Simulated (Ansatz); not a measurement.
Vibrational response of SiGeO₄

Level of theory: Ansatz 0.2.0, DFT PBE, scalar-relativistic, plane waves, PAW. Plane waves to 420 eV; Γ-centred k mesh 6×6×4; fixed occupations. No spin polarisation. Phonons by linear response, acoustic sum rule imposed.

The cell, relaxed at this level:
```xyz
12
Lattice="3.5932 -3.5894 0.0000 3.5932 3.5894 0.0000 0.0000 0.0000 7.1195" Properties=species:S:1:pos:R:3 pbc="T T T"
Si    5.8161    0.0000    3.5597
Si    1.3702    0.0000    0.0000
Ge    3.5932    1.3708    1.7799
Ge    3.5932   -1.3708    5.3396
O     4.0079    2.3085    0.3556
O     3.1784   -2.3085    3.9153
O     3.1784    2.3085    3.2042
O     2.2572   -0.3197    5.7846
O     4.0079   -2.3085    6.7639
O     2.2572    0.3197    1.3349
O     4.9291   -0.3197    4.8946
O     4.9291    0.3197    2.2249
```

The cell was found from a structure generator's guess, not taken from experiment.

(1) Is this structure stable against zone-centre distortions?

(2) List the optical modes at Γ without the LO field (i marks imaginary ones).

Answers

(1) Yes, at Γ: no optical mode is imaginary. Strains and other wave vectors aren't tested by this run.

(2)
```csv
frequency (cm⁻¹),degeneracy,IR intensity of the level ((D/Å)²/amu)
56,1,0.00
104,1,0.05
140,1,0.25
143,1,0.63
166,1,0.00
196,1,0.06
221,1,1.94
227,1,0.00
242,1,0.83
274,1,5.75
292,1,0.00
293,1,0.00
332,1,11.76
344,1,0.42
360,1,0.00
384,1,6.21
413,1,0.00
414,1,1.40
435,1,7.65
553,1,3.06
611,1,0.00
611,1,2.21
620,1,0.19
627,1,6.97
645,1,0.06
931,1,0.00
935,1,7.01
936,1,52.91
937,1,51.90
948,1,42.03
992,1,0.00
992,1,0.40
1074,1,1.20
```
